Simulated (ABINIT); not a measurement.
The system is BaS.

```
Ba S
1.0
     0.00000    3.19375    3.19375
     3.19375    0.00000    3.19375
     3.19375    3.19375    0.00000
Ba S
1 1
Direct
  0.00000 0.00000 0.00000
  0.50000 0.50000 0.50000
```

Base run:

```yaml
Program: ABINIT 10.8.3 (patched build)
Functional: LDA-PZ
Potentials_or_basis: JTH PAW LDA v2.0
Cutoff: 544 eV
k_mesh: 7 × 7 × 7
Occupations: fermi-dirac, width 0.05 eV
Spin: spin-orbit coupling, no magnetisation
```

Its results: band gap on the k mesh 1.93 eV, indirect (least direct gap 2.04 eV); pressure -2.0 GPa.

**Question.** The run is repeated on the same cell with these changes: functional from LDA-PZ to BP86; potentials or basis from JTH PAW LDA v2.0 to JTH PAW PBE v2.0. What comes out?

**Answer.** Band gap on the k mesh 2.13 eV, indirect (least direct gap 2.24 eV); pressure 1.4 GPa.

Caveats: this set's barium file shifts pressures by 1.5 GPa and gaps by 0.1 eV against other sets; the PAW data sets were made with another functional, which shifts forces and pressure a little (some runs).

A k mesh can miss the band edges.
